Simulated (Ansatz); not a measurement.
**Te2Mo: shifting one sublattice**

This session takes Te2Mo and sets out to map the energy as every Mo atom is pushed off its site.

Computed with Ansatz 0.2.0 (DFT LDA, scalar-relativistic, plane waves, PAW, unless a step's input says otherwise).

### Step 1. Starting point

It takes space group P-6m2 (No. 187, hexagonal). Conventional cell: a = 3.560 Å, b = 3.560 Å, c = 17.524 Å, α = 90.00°, β = 90.00°, γ = 120.00°. Te (site symmetry 3m) is surrounded by 3 Mo at 2.73 Å. Around Mo (site symmetry -6m2) lie 6 Te at 2.73 Å.

Coordinates:

```
Te Mo
1.0
     3.56023    0.00000    0.00000
    -1.78012    3.08325    0.00000
     0.00000    0.00000   17.52406
Te Mo
2 1
Direct
  0.33333 0.66667 0.89786
  0.33333 0.66667 0.10214
  0.00000 0.00000 0.00000
```

It goes back to an entry of the Materials Project, which need not be the stable form.

The cell is taken as given, not relaxed at this level.

### Step 2. Zero of energy

The reference gives a free energy of -18497.9052 eV, pressure -1.79 GPa, largest force 0.422 eV/Å and gap on the mesh 1.04 eV. It was computed beforehand with the settings of the runs below.

### Step 3. Next: shifting one sublattice

Every Mo atom is moved by x along the Cartesian unit vector (0.000, 0.000, 1.000); the cell and all other atoms stay fixed. Forces below are components along that vector, summed over the moved atoms.

### Step 4. Point x = -0.200 Å

File input.yaml:

```yaml
crystal:
  lattice:
    - [3.560232814, 0.0, 0.0]
    - [-1.780116407, 3.0832520603, 0.0]
    - [0.0, 0.0, 17.52405782]
  atoms:
    - { symbol: Te, position: [0.3333333333, 0.6666666667, 0.89785545] }
    - { symbol: Te, position: [0.3333333333, 0.6666666667, 0.10214455] }
    - { symbol: Mo, position: [0.0, 0.0, -0.0114128818] }
basis:
  ecutwfc: 420
kpoints:
  mp_grid: { grid: [12, 12, 2] }
hamiltonian:
  xc: lda
scf:
  occupations: { method: gaussian, width: 0.05 }
output:
  forces: true
  stress: true
  eigenvalues: true
```

On the command line:

```sh
ansatz run input.yaml --threads 1 --pin off --max-ram 2560MiB --backend cpu --events-out ev --progress --plain --runs-dir out
```

Output, cut to the lines that bear on the results:

```text
Warning: RAYON_NUM_THREADS=1 ignored (pool sized by the plan → 1); use --threads N
[...]
Pseudopotentials: kind: paw
Pseudopotential: Te, paw, valence charge 16, recommended cutoff 420 eV (normal), Te.paw.azcp
Pseudopotential: Mo, paw, valence charge 14, recommended cutoff 420 eV (normal), Mo.paw.azcp
Functional definition: SPW92
[...]
Crystal: 3 atoms, lattice volume = 192.363 Å³
Basis set: ecut = 420 eV, 3701 PW (Γ)
Bands: 28, of which v1, the nominal top of the filled ones, is band 23 counted from 1 (22 counted from 0)
Symmetry: 6 space group operations
Space group: P3m1 (ITA 156), of the structure as read, at distance tolerance 5.8e-5 Å
k-points: 38 of 288 (time reversal used)
[...]
SCF iter   1: F=—  HF=-18497.499001 eV  |F-HF|=—  |Δ(HF+E_count)|=         —  Δρ=4.53e-3  dr2=3.94e-2  ethr=1.77e-3  ⟨swp⟩=9.6  Hψ=5455  notcnv=0
[...]
SCF iter   9: F=-18497.494008 eV  HF=-18497.494008 eV  |F-HF|=7.46e-10  |Δ(HF+E_count)|=   9.56e-8  Δρ=1.29e-6  dr2=4.50e-9  ethr=2.17e-10  ⟨swp⟩=6.5  Hψ=4110  notcnv=0
[...]
SCF converged after 9 iterations
Free energy (F): -18497.494008 eV
[...]
E sigma→0 (E₀):  -18497.494008 eV
Fermi energy:    1.979712 eV
[...]
--- Forces (eV/Å), atoms counted from 1 ---
  atom   1  Te     0.00000000    -0.00000000    -2.15748021
  atom   2  Te     0.00000000    -0.00000000    -1.93625078
  atom   3  Mo     0.00000000     0.00000000     4.09372868
[...]
--- Stress (GPa, compression-positive) ---
       -1.210674       0.000000      -0.000000
        0.000000      -1.210674      -0.000000
       -0.000000      -0.000000      -0.353271
  P = ⅓ Tr σ = -0.9249 GPa (-9.249 kbar)
--- Band table (eV; the first three rows and the last of 38) ---
  k-point 0: bands = ["-59.0306", "-34.9637", "-34.9637", "-34.9107", "-34.9107", "-34.8995", "-34.7914", "-34.7914", "-34.7056", "-34.7056", "-34.6713", "-33.2365", "-33.0980", "-33.0980", "-11.1055", "-10.1444", "-3.4213", "-0.4605", "-0.4605", "-0.4210", "0.6995", "0.6995", "1.5230", [...]
[...]
```

Run time: 17 s. Hardware: 1 thread of AMD EPYC 7R43 (Zen 3), shared host; peak memory 0.5 GiB.

### Step 5. Point x = 0.150 Å

Changes to input.yaml since step 4:

```diff
@@ -8,3 +8,3 @@
     - { symbol: Te, position: [0.3333333333, 0.6666666667, 0.10214455] }
-    - { symbol: Mo, position: [0.0, 0.0, -0.0114128818] }
+    - { symbol: Mo, position: [0.0, 0.0, 0.0085596613] }
 basis:
```

On the command line:

```sh
ansatz run input.yaml --threads 1 --pin off --max-ram 2560MiB --backend cpu --events-out ev --progress --plain --runs-dir out
```

Output, cut to the lines that bear on the results:

```text
Warning: RAYON_NUM_THREADS=1 ignored (pool sized by the plan → 1); use --threads N
[...]
Pseudopotentials: kind: paw
Pseudopotential: Te, paw, valence charge 16, recommended cutoff 420 eV (normal), Te.paw.azcp
Pseudopotential: Mo, paw, valence charge 14, recommended cutoff 420 eV (normal), Mo.paw.azcp
Functional definition: SPW92
[...]
Crystal: 3 atoms, lattice volume = 192.363 Å³
Basis set: ecut = 420 eV, 3701 PW (Γ)
Bands: 28, of which v1, the nominal top of the filled ones, is band 23 counted from 1 (22 counted from 0)
Symmetry: 6 space group operations
Space group: P3m1 (ITA 156), of the structure as read, at distance tolerance 5.8e-5 Å
k-points: 38 of 288 (time reversal used)
[...]
SCF iter   1: F=—  HF=-18497.676863 eV  |F-HF|=—  |Δ(HF+E_count)|=         —  Δρ=4.51e-3  dr2=2.95e-2  ethr=1.77e-3  ⟨swp⟩=9.4  Hψ=5406  notcnv=0
[...]
SCF iter   9: F=-18497.673583 eV  HF=-18497.673583 eV  |F-HF|=8.73e-11  |Δ(HF+E_count)|=   8.82e-8  Δρ=1.31e-6  dr2=5.79e-9  ethr=2.17e-10  ⟨swp⟩=6.5  Hψ=4116  notcnv=0
[...]
SCF converged after 9 iterations
Free energy (F): -18497.673583 eV
[...]
E sigma→0 (E₀):  -18497.673583 eV
Fermi energy:    1.938972 eV
[...]
--- Forces (eV/Å), atoms counted from 1 ---
  atom   1  Te     0.00000000    -0.00000000     1.65845436
  atom   2  Te    -0.00000000    -0.00000000     1.42645648
  atom   3  Mo     0.00000000     0.00000000    -3.08491859
[...]
--- Stress (GPa, compression-positive) ---
       -1.585852       0.000000      -0.000000
       -0.000000      -1.585852       0.000000
       -0.000000       0.000000      -0.732147
  P = ⅓ Tr σ = -1.3013 GPa (-13.013 kbar)
--- Band table (eV; the first three rows and the last of 38) ---
  k-point 0: bands = ["-59.0255", "-34.9264", "-34.9264", "-34.8716", "-34.8716", "-34.8578", "-34.7909", "-34.7909", "-34.7128", "-34.7128", "-34.6805", "-33.2275", "-33.0939", "-33.0939", "-11.0919", "-10.1289", "-3.4076", "-0.3470", "-0.3470", "-0.3051", "0.6697", "0.6697", "1.3705", [...]
[...]
```

Run time: 14 s. Hardware: 1 thread of AMD EPYC 7R43 (Zen 3), shared host; peak memory 0.5 GiB.

### Step 6. At x = -0.100 Å

Changes to input.yaml since step 5:

```diff
@@ -8,3 +8,3 @@
     - { symbol: Te, position: [0.3333333333, 0.6666666667, 0.10214455] }
-    - { symbol: Mo, position: [0.0, 0.0, 0.0085596613] }
+    - { symbol: Mo, position: [0.0, 0.0, -0.0057064409] }
 basis:
```

On the command line:

```sh
ansatz run input.yaml --threads 1 --pin off --max-ram 2560MiB --backend cpu --events-out ev --progress --plain --runs-dir out
```

Output, cut to the lines that bear on the results:

```text
Warning: RAYON_NUM_THREADS=1 ignored (pool sized by the plan → 1); use --threads N
[...]
Pseudopotentials: kind: paw
Pseudopotential: Te, paw, valence charge 16, recommended cutoff 420 eV (normal), Te.paw.azcp
Pseudopotential: Mo, paw, valence charge 14, recommended cutoff 420 eV (normal), Mo.paw.azcp
Functional definition: SPW92
[...]
Crystal: 3 atoms, lattice volume = 192.363 Å³
Basis set: ecut = 420 eV, 3701 PW (Γ)
Bands: 28, of which v1, the nominal top of the filled ones, is band 23 counted from 1 (22 counted from 0)
Symmetry: 6 space group operations
Space group: P3m1 (ITA 156), of the structure as read, at distance tolerance 5.8e-5 Å
k-points: 38 of 288 (time reversal used)
[...]
SCF iter   1: F=—  HF=-18497.804371 eV  |F-HF|=—  |Δ(HF+E_count)|=         —  Δρ=4.51e-3  dr2=2.34e-2  ethr=1.77e-3  ⟨swp⟩=9.6  Hψ=5425  notcnv=0
[...]
SCF iter   9: F=-18497.802234 eV  HF=-18497.802234 eV  |F-HF|=8.08e-10  |Δ(HF+E_count)|=   6.64e-8  Δρ=1.36e-6  dr2=7.64e-9  ethr=2.17e-10  ⟨swp⟩=6.5  Hψ=4092  notcnv=0
[...]
SCF converged after 9 iterations
Free energy (F): -18497.802234 eV
[...]
E sigma→0 (E₀):  -18497.802234 eV
Fermi energy:    1.986975 eV
[...]
--- Forces (eV/Å), atoms counted from 1 ---
  atom   1  Te    -0.00000000    -0.00000000    -0.74553782
  atom   2  Te     0.00000000    -0.00000000    -1.31412210
  atom   3  Mo     0.00000000     0.00000000     2.05969447
[...]
--- Stress (GPa, compression-positive) ---
       -1.848614       0.000000      -0.000000
        0.000000      -1.848614      -0.000000
       -0.000000      -0.000000      -1.019813
  P = ⅓ Tr σ = -1.5723 GPa (-15.723 kbar)
--- Band table (eV; the first three rows and the last of 38) ---
  k-point 0: bands = ["-59.0211", "-34.8915", "-34.8915", "-34.8347", "-34.8347", "-34.8174", "-34.7980", "-34.7980", "-34.7264", "-34.7264", "-34.6971", "-33.2208", "-33.0897", "-33.0897", "-11.0818", "-10.1173", "-3.3972", "-0.2569", "-0.2569", "-0.2055", "0.6418", "0.6418", "1.2453", [...]
[...]
```

It took 14 s on 1 thread of AMD EPYC 7R43 (Zen 3), shared host; peak memory 0.5 GiB.

### Step 7. At x = 0.050 Å

Changes to input.yaml since step 6:

```diff
@@ -8,3 +8,3 @@
     - { symbol: Te, position: [0.3333333333, 0.6666666667, 0.10214455] }
-    - { symbol: Mo, position: [0.0, 0.0, -0.0057064409] }
+    - { symbol: Mo, position: [0.0, 0.0, 0.0028532204] }
 basis:
```

On the command line:

```sh
ansatz run input.yaml --threads 1 --pin off --max-ram 2560MiB --backend cpu --events-out ev --progress --plain --runs-dir out
```

Output, cut to the lines that bear on the results:

```text
[...]
SCF converged after 8 iterations
Free energy (F): -18497.879481 eV
[...]
E sigma→0 (E₀):  -18497.879481 eV
Fermi energy:    2.016394 eV
[...]
--- Forces (eV/Å), atoms counted from 1 ---
  atom   1  Te     0.00000000    -0.00000000     0.90256461
  atom   2  Te     0.00000000    -0.00000000     0.12748137
  atom   3  Mo     0.00000000     0.00000000    -1.03005351
[...]
--- Stress (GPa, compression-positive) ---
       -2.003867       0.000000      -0.000000
        0.000000      -2.003867       0.000000
        0.000000       0.000000      -1.198948
  P = ⅓ Tr σ = -1.7356 GPa (-17.356 kbar)
--- Band table (eV; the first three rows and the last of 38) ---
  k-point 0: bands = ["-59.0185", "-34.8617", "-34.8617", "-34.8157", "-34.8157", "-34.7983", "-34.7983", "-34.7811", "-34.7456", "-34.7456", "-34.7199", "-33.2169", "-33.0871", "-33.0871", "-11.0760", "-10.1106", "-3.3911", "-0.1983", "-0.1983", "-0.1365", "0.6207", "0.6207", "1.1602", [...]
[...]
```

Wall time 15 s (1 thread of AMD EPYC 7R43 (Zen 3), shared host); peak memory 0.5 GiB.

### Step 8. At x = 0.175 Å

Changes to input.yaml since step 7:

```diff
@@ -8,3 +8,3 @@
     - { symbol: Te, position: [0.3333333333, 0.6666666667, 0.10214455] }
-    - { symbol: Mo, position: [0.0, 0.0, 0.0028532204] }
+    - { symbol: Mo, position: [0.0, 0.0, 0.0099862715] }
 basis:
```

On the command line:

```sh
ansatz run input.yaml --threads 1 --pin off --max-ram 2560MiB --backend cpu --events-out ev --progress --plain --runs-dir out
```

Output, cut to the lines that bear on the results:

```text
Warning: RAYON_NUM_THREADS=1 ignored (pool sized by the plan → 1); use --threads N
[...]
Pseudopotentials: kind: paw
Pseudopotential: Te, paw, valence charge 16, recommended cutoff 420 eV (normal), Te.paw.azcp
Pseudopotential: Mo, paw, valence charge 14, recommended cutoff 420 eV (normal), Mo.paw.azcp
Functional definition: SPW92
[...]
Crystal: 3 atoms, lattice volume = 192.363 Å³
Basis set: ecut = 420 eV, 3701 PW (Γ)
Bands: 28, of which v1, the nominal top of the filled ones, is band 23 counted from 1 (22 counted from 0)
Symmetry: 6 space group operations
Space group: P3m1 (ITA 156), of the structure as read, at distance tolerance 5.8e-5 Å
k-points: 38 of 288 (time reversal used)
[...]
SCF iter   1: F=—  HF=-18497.594130 eV  |F-HF|=—  |Δ(HF+E_count)|=         —  Δρ=4.51e-3  dr2=3.40e-2  ethr=1.77e-3  ⟨swp⟩=9.4  Hψ=5431  notcnv=0
[...]
SCF iter   9: F=-18497.590104 eV  HF=-18497.590104 eV  |F-HF|=2.98e-10  |Δ(HF+E_count)|=   9.03e-8  Δρ=1.27e-6  dr2=5.07e-9  ethr=2.17e-10  ⟨swp⟩=6.4  Hψ=4112  notcnv=0
[...]
SCF converged after 9 iterations
Free energy (F): -18497.590104 eV
[...]
E sigma→0 (E₀):  -18497.590104 eV
Fermi energy:    1.956380 eV
[...]
--- Forces (eV/Å), atoms counted from 1 ---
  atom   1  Te     0.00000000    -0.00000000     1.80570151
  atom   2  Te    -0.00000000    -0.00000000     1.78687542
  atom   3  Mo     0.00000000     0.00000000    -3.59256552
[...]
--- Stress (GPa, compression-positive) ---
       -1.412666       0.000000      -0.000000
        0.000000      -1.412666       0.000000
       -0.000000       0.000000      -0.552720
  P = ⅓ Tr σ = -1.1260 GPa (-11.260 kbar)
--- Band table (eV; the first three rows and the last of 38) ---
  k-point 0: bands = ["-59.0281", "-34.9450", "-34.9450", "-34.8911", "-34.8911", "-34.8787", "-34.7900", "-34.7900", "-34.7083", "-34.7083", "-34.6748", "-33.2318", "-33.0960", "-33.0960", "-11.0983", "-10.1363", "-3.4141", "-0.4012", "-0.4012", "-0.3617", "0.6846", "0.6846", "1.4441", [...]
[...]
```

Run time: 17 s. Hardware: 1 thread of AMD EPYC 7R43 (Zen 3), shared host; peak memory 0.5 GiB.

### Step 9. At x = 0.125 Å

Changes to input.yaml since step 8:

```diff
@@ -8,3 +8,3 @@
     - { symbol: Te, position: [0.3333333333, 0.6666666667, 0.10214455] }
-    - { symbol: Mo, position: [0.0, 0.0, 0.0099862715] }
+    - { symbol: Mo, position: [0.0, 0.0, 0.0071330511] }
 basis:
```

On the command line:

```sh
ansatz run input.yaml --threads 1 --pin off --max-ram 2560MiB --backend cpu --events-out ev --progress --plain --runs-dir out
```

Output, cut to the lines that bear on the results:

```text
[...]
SCF converged after 9 iterations
Free energy (F): -18497.744317 eV
[...]
E sigma→0 (E₀):  -18497.744317 eV
Fermi energy:    1.965132 eV
[...]
--- Forces (eV/Å), atoms counted from 1 ---
  atom   1  Te     0.00000000    -0.00000000     1.49460902
  atom   2  Te    -0.00000000    -0.00000000     1.07873521
  atom   3  Mo     0.00000000     0.00000000    -2.57337736
[...]
--- Stress (GPa, compression-positive) ---
       -1.730945       0.000000       0.000000
        0.000000      -1.730945       0.000000
        0.000000       0.000000      -0.888640
  P = ⅓ Tr σ = -1.4502 GPa (-14.502 kbar)
--- Band table (eV; the first three rows and the last of 38) ---
  k-point 0: bands = ["-59.0232", "-34.9085", "-34.9085", "-34.8526", "-34.8526", "-34.8372", "-34.7937", "-34.7937", "-34.7189", "-34.7189", "-34.6880", "-33.2238", "-33.0917", "-33.0917", "-11.0864", "-10.1226", "-3.4020", "-0.2985", "-0.2985", "-0.2525", "0.6552", "0.6552", "1.3037", [...]
[...]
```

Run time: 16 s. Hardware: 1 thread of AMD EPYC 7R43 (Zen 3), shared host; peak memory 0.5 GiB.

### Step 10. x = 0.075 Å

Changes to input.yaml since step 9:

```diff
@@ -8,3 +8,3 @@
     - { symbol: Te, position: [0.3333333333, 0.6666666667, 0.10214455] }
-    - { symbol: Mo, position: [0.0, 0.0, 0.0071330511] }
+    - { symbol: Mo, position: [0.0, 0.0, 0.0042798307] }
 basis:
```

On the command line:

```sh
ansatz run input.yaml --threads 1 --pin off --max-ram 2560MiB --backend cpu --events-out ev --progress --plain --runs-dir out
```

Output, cut to the lines that bear on the results:

```text
[...]
SCF converged after 8 iterations
Free energy (F): -18497.847293 eV
[...]
E sigma→0 (E₀):  -18497.847293 eV
Fermi energy:    2.003994 eV
[...]
--- Forces (eV/Å), atoms counted from 1 ---
  atom   1  Te     0.00000000    -0.00000000     1.11679783
  atom   2  Te     0.00000000    -0.00000000     0.42824621
  atom   3  Mo     0.00000000     0.00000000    -1.54507190
[...]
--- Stress (GPa, compression-positive) ---
       -1.939306       0.000000       0.000000
       -0.000000      -1.939306       0.000000
        0.000000       0.000000      -1.123635
  P = ⅓ Tr σ = -1.6674 GPa (-16.674 kbar)
--- Band table (eV; the first three rows and the last of 38) ---
  k-point 0: bands = ["-59.0196", "-34.8761", "-34.8761", "-34.8193", "-34.8193", "-34.8031", "-34.8031", "-34.7989", "-34.7356", "-34.7356", "-34.7080", "-33.2185", "-33.0883", "-33.0883", "-11.0785", "-10.1135", "-3.3937", "-0.2233", "-0.2233", "-0.1664", "0.6298", "0.6298", "1.1967", [...]
[...]
```

Wall time 16 s (1 thread of AMD EPYC 7R43 (Zen 3), shared host); peak memory 0.5 GiB.

### Step 11. At x = 0.025 Å

Changes to input.yaml since step 10:

```diff
@@ -8,3 +8,3 @@
     - { symbol: Te, position: [0.3333333333, 0.6666666667, 0.10214455] }
-    - { symbol: Mo, position: [0.0, 0.0, 0.0042798307] }
+    - { symbol: Mo, position: [0.0, 0.0, 0.0014266102] }
 basis:
```

On the command line:

```sh
ansatz run input.yaml --threads 1 --pin off --max-ram 2560MiB --backend cpu --events-out ev --progress --plain --runs-dir out
```

Output, cut to the lines that bear on the results:

```text
[...]
SCF converged after 8 iterations
Free energy (F): -18497.898793 eV
[...]
E sigma→0 (E₀):  -18497.898793 eV
Fermi energy:    2.023956 eV
[...]
--- Forces (eV/Å), atoms counted from 1 ---
  atom   1  Te    -0.00000000    -0.00000000     0.67112681
  atom   2  Te     0.00000000    -0.00000000    -0.15613761
  atom   3  Mo     0.00000000     0.00000000    -0.51496912
[...]
--- Stress (GPa, compression-positive) ---
       -2.042413       0.000000      -0.000000
        0.000000      -2.042413       0.000000
       -0.000000       0.000000      -1.244545
  P = ⅓ Tr σ = -1.7765 GPa (-17.765 kbar)
--- Band table (eV; the first three rows and the last of 38) ---
  k-point 0: bands = ["-59.0177", "-34.8489", "-34.8489", "-34.8231", "-34.8231", "-34.7850", "-34.7850", "-34.7645", "-34.7565", "-34.7565", "-34.7328", "-33.2158", "-33.0863", "-33.0863", "-11.0744", "-10.1088", "-3.3894", "-0.1828", "-0.1828", "-0.1176", "0.6149", "0.6149", "1.1375", [...]
[...]
```

Run time: 15 s. Hardware: 1 thread of AMD EPYC 7R43 (Zen 3), shared host; peak memory 0.49 GiB.

### Step 12. The scan collected

The scan, with free energies counted from the undisturbed cell:

| x (Å) | ΔE (meV/cell) | force on the moved atoms (eV/Å) | pressure (GPa) | gap on the mesh (eV) |
| --- | --- | --- | --- | --- |
| -0.200 | 411.2 | 4.094 | -0.9 | 0.87 |
| -0.100 | 103.0 | 2.060 | -1.6 | 1.05 |
| 0.000 | 0.0 | 0.000 | -1.8 | 1.04 |
| 0.025 | 6.4 | -0.515 | -1.8 | 1.04 |
| 0.050 | 25.7 | -1.030 | -1.7 | 1.05 |
| 0.075 | 57.9 | -1.545 | -1.7 | 1.05 |
| 0.125 | 160.9 | -2.573 | -1.5 | 1.06 |
| 0.150 | 231.6 | -3.085 | -1.3 | 1.06 |
| 0.175 | 315.1 | -3.593 | -1.1 | 0.98 |

Not run, since symmetry makes them alike: 0.200 repeats -0.200, -0.150 repeats 0.150, 0.100 repeats -0.100, -0.050 repeats 0.050. Energy, pressure and gap are the same there.

### Step 13. Results

```
                                                        quantity        value
force constant along x, from the points at -0.100, 0 and 0.025 Å  20.60 eV/Å²
```

Near the site the force constant is 20.60 eV/Å². The undisturbed cell stays the lowest of the sampled points. The gap on the mesh stays between 0.87 and 1.06 eV. Spin-orbit coupling is left out, which matters for the bands of Te. The cell holds empty space of several Å, a single layer or slab in vacuum, so volume, pressure and the long edge depend on that space.
